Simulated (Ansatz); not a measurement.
# Sn (I4/mmm), comparing deformations

Level of theory: Ansatz, DFT PBEsol, scalar-relativistic, plane waves, PAW. The runs took a 420 eV cutoff, a Γ-centred 26×26×26 mesh and Gaussian smearing (0.15 eV). No spin polarisation. Energies are free energies at this smearing, counted from the undisturbed cell; pressure is positive in compression.

Zero of the scan (relaxed at this level; this form isn't the usual structure):

```
CELL_PARAMETERS angstrom
-1.61733 1.61733 2.53388
1.61733 -1.61733 2.53388
1.61733 1.61733 -2.53388
ATOMIC_POSITIONS crystal
Sn 0.00000 0.00000 0.00000
```

The cell is strained by ε times a Voigt pattern (xx, yy, zz, yz, xz, xy; engineering shear) with fractional coordinates fixed. τ = (1/V0) dE/dε comes from the stress tensor. Of each scan, only the three points used here are listed.

```
           pattern        ε  τ (GPa)
(0, 0, 0, 0, 0, 1)  -0.0150   0.0158
(0, 0, 0, 0, 0, 1)   0.0000   0.0000
(0, 0, 0, 0, 0, 1)   0.0150  -0.0158
(0, 1, 0, 0, 0, 0)  -0.0100    -1.13
(0, 1, 0, 0, 0, 0)   0.0000    -0.15
(0, 1, 0, 0, 0, 0)   0.0150     1.12
```

Question: Which constants do the scans give, and which deformation costs least for the same size of strain tensor?

Answer: The slope dτ/dε at zero (parabola through three points) is pᵀCp: (0, 0, 0, 0, 0, 1) gives C66 = -1.1 GPa; (0, 1, 0, 0, 0, 0) gives C22 = 93 GPa. The size of the strain tensor, ε:ε, is ε² times 0.5, 1.0. Per unit of it the stiffnesses are -2.1, 93 GPa, so (0, 0, 0, 0, 0, 1) is the softest of these: at ε:ε = (1 %)² the quadratic term costs -0.02 meV/atom against 0.77 for the stiffest. The starting stress shifts them by about its own size.

In a metal these slopes depend on the k mesh and the smearing.

Cost: 9 runs of about 11 core-minutes in all, on Intel Xeon Processor @ 2.50GHz (Skylake/Cascade Lake) (shared hosts).